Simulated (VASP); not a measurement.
Here is a VASP 6.6.1 calculation.

Contents of INCAR:

```
SYSTEM = ZnO
ALGO = Normal
EDIFF = 1E-7
EDIFFG = -0.01
ENCUT = 600
GGA = CA
IBRION = 2
ISIF = 4
ISMEAR = 0
LASPH = .True.
LCHARG = .False.
LREAL = .False.
LWAVE = .False.
NELM = 80
NSW = 40
PREC = Accurate
SIGMA = 0.03
```

The input KPOINTS:

```
k-points
0
Gamma
  9 9 5
  0 0 0
```

POSCAR

```
ZnO                                     
1.0
    3.1287354351      0.0000000000      0.0000000000
   -1.5643677175      2.7095643685      0.0000000000
    0.0000000000      0.0000000000      5.0582255153
  Zn              O             
     2     2
Direct
     0.3333333332999970    0.6666666667000030    0.5003505567281650
     0.6666666667000030    0.3333333332999970    0.0003505567281650
     0.6666666667000030    0.3333333332999970    0.3786594432718360
     0.3333333332999970    0.6666666667000030    0.8786594432718360
```

Potentials or basis: VASP PAW LDA potentials, release 64 (Zn, O).

Command:

```bash
$ cat potpaw_LDA.64/Zn/POTCAR potpaw_LDA.64/O/POTCAR > POTCAR
$ mpirun -np 1 vasp_std > vasp.out
```

Question: Estimate the band gap on the k mesh.

Answer: 0.90 eV, direct.

Final structure:
```
CELL_PARAMETERS angstrom
3.12874 0.00000 0.00000
-1.56437 2.70956 0.00000
0.00000 0.00000 5.05823
ATOMIC_POSITIONS crystal
Zn 0.33333 0.66667 0.50035
Zn 0.66667 0.33333 0.00035
O 0.66667 0.33333 0.37866
O 0.33333 0.66667 0.87866
```

Caveat: the relaxation stopped at its first step, so nothing moved.
